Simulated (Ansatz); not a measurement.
The cell is COD entry 9008860, as deposited and not checked against the literature; nothing was relaxed. The listed cell was then made from it by scaling, straining or moving an atom.

An input for AlN: DFT, PBEsol, all-electron PAW with datasets made for the crystal, scalar-relativistic (Ansatz 0.2.0).

Command: `ansatz run input.yaml --threads 1 --pin off --max-ram 4096MiB --backend cpu --events-out ev --progress --plain --runs-dir out` The run took 14 s on 1 thread of Arm Neoverse V1, on a shared host, peak memory 0.55 GiB.

```yaml
crystal:
  lattice:
    - [3.1519410852, 0.0, 0.0]
    - [-1.5759705426, 2.729661051, 0.0]
    - [0.0, 0.0, 5.0435075122]
  atoms:
    - { symbol: Al, position: [0.3333333333, 0.6666666667, 0.0] }
    - { symbol: Al, position: [0.6666666667, 0.3333333333, 0.5] }
    - { symbol: "N", position: [0.3333333333, 0.6666666667, 0.385] }
    - { symbol: "N", position: [0.6666666667, 0.3333333333, 0.885] }
kpoints:
  mp_grid: { grid: [10, 10, 6] }
scf:
  occupations: { method: fermi_dirac, width: 0.03 }
hamiltonian:
  xc: pbesol
  pseudopotentials: { kind: all_electron, datasets: crystal }
output:
  forces: true
  stress: true
  eigenvalues: true
  efg: { contact_densities: true }
```

Set-up and iterations as logged by Ansatz (the results part is left out, to be predicted):

```
hamiltonian.pseudopotentials.datasets: crystal makes datasets for this crystal and solves the spheres of its atoms anew in each pass: cutoff 340.0 eV, the density's 1700.0 eV; for an error of 0.50 meV an atom under PBE, 2.0 meV for the cell; an energy difference from a run of another recipe may be off by several times the error for the cell, under r2SCAN by more, where some 0.1 meV an atom stays at smaller errors; N in spheres of 1.016 Å, 5 of its electrons in bands; Al in spheres of 0.889 Å, 3 of its electrons in bands, 8 on its site; only band paths and densities of states list, in semicore columns, the levels of the semicore shells that are solved separately: 2s of Al, 2p of Al
Engine: ansatz 0.2.0
Pseudopotentials: kind: all_electron
Pseudopotential: Al, paw, valence charge 11, recommended cutoff 340 eV (normal), Koelling and Harmon's equation, gaussian nucleus
Pseudopotential: N, paw, valence charge 5, recommended cutoff 340 eV (normal), Koelling and Harmon's equation, gaussian nucleus
Functional definition: PBEsol
  exchange = pbesol_x
  correlation = pbesol_c
Crystal: 4 atoms, lattice volume = 43.393 Å³
Basis set: ecut = 340 eV, 615 PW (Γ), exchange–correlation on 48×48×72 points (8 copies of the dense FFT grid, shifted against one another)
Bands: 12, of which v1, the nominal top of the filled ones, is band 8 counted from 1 (7 counted from 0)
Symmetry: 12 space group operations
Space group: P63mc (ITA 186), of the structure as read, at distance tolerance 3.5e-5 Å
k-points: 56 of 600 (time reversal used)
Non-local potential: Al, projectors of the file, l = 0: 1, l = 1: 1
Non-local potential: N, projectors of the file, l = 0: 1, l = 1: 2
PAW form: soft (Blöchl's): semilocal exchange-correlation on the pseudo side does not see the compensation charge
PAW one-centre angular grid: Al, 110 points (default); XC on its mesh's 1859 points in the sphere
PAW one-centre angular grid: N, 110 points (default); XC on its mesh's 1961 points in the sphere
Initial density: superposition of atomic densities (neutral atoms: chi_scale 0, normalization atom)
Initial wavefunctions: pseudopotential atomic-orbital guess
Functional: x = pbesol(κ = 0.804, μ = 0.12345679012345678), c = pbesol(β = 0.046)
iter 1 solved again at ethr=9.32e-2 eV; its pass at ethr=1.00e-1 eV (dr2=1.49e1 eV) is discarded
SCF iter   1: F=—  HF=-16168.168388 eV  |F-HF|=—  |Δ(HF+E_count)|=         —  Δρ=1.71e-1  dr2=1.48e1  ethr=9.32e-2  ⟨swp⟩=2.0  Hψ=4102  notcnv=0
SCF iter   2: F=—  HF=-16164.839132 eV  |F-HF|=—  |Δ(HF+E_count)|=    3.33e0  Δρ=8.87e-2  dr2=2.17e0  ethr=9.26e-2  ⟨swp⟩=3.5  Hψ=1958  notcnv=0
iter 3 solved again at ethr=7.25e-4 eV; its pass at ethr=1.36e-2 eV (dr2=1.16e-1 eV) is discarded
SCF iter   3: F=—  HF=-16164.221322 eV  |F-HF|=—  |Δ(HF+E_count)|=   6.18e-1  Δρ=2.17e-2  dr2=1.15e-1  ethr=7.25e-4  ⟨swp⟩=2.4  Hψ=3119  notcnv=0  defer=5
SCF iter   4: F=—  HF=-16164.228067 eV  |F-HF|=—  |Δ(HF+E_count)|=   6.74e-3  Δρ=3.06e-3  dr2=3.20e-3  ethr=7.17e-4  ⟨swp⟩=2.0  Hψ=1345  notcnv=0  defer=1
SCF iter   5: F=—  HF=-16164.228701 eV  |F-HF|=—  |Δ(HF+E_count)|=   6.33e-4  Δρ=5.35e-4  dr2=8.26e-5  ethr=2.00e-5  ⟨swp⟩=3.3  Hψ=2060  notcnv=0  defer=3
SCF iter   6: F=—  HF=-16164.228685 eV  |F-HF|=—  |Δ(HF+E_count)|=   1.53e-5  Δρ=1.33e-4  dr2=4.08e-6  ethr=5.16e-7  ⟨swp⟩=2.9  Hψ=1297  notcnv=0
SCF iter   7: F=—  HF=-16164.228689 eV  |F-HF|=—  |Δ(HF+E_count)|=   3.48e-6  Δρ=2.53e-5  dr2=1.98e-7  ethr=2.55e-8  ⟨swp⟩=3.0  Hψ=1568  notcnv=0
SCF iter   8: F=-16164.228689 eV  HF=-16164.228689 eV  |F-HF|=3.27e-9  |Δ(HF+E_count)|=   5.69e-8  Δρ=5.09e-6  dr2=5.17e-9  ethr=1.24e-9  ⟨swp⟩=3.0  Hψ=1422  notcnv=0
```

What pressure will this run report?

-6.94 GPa (positive in compression).

How large will the largest force be?

0.175 eV/Å.
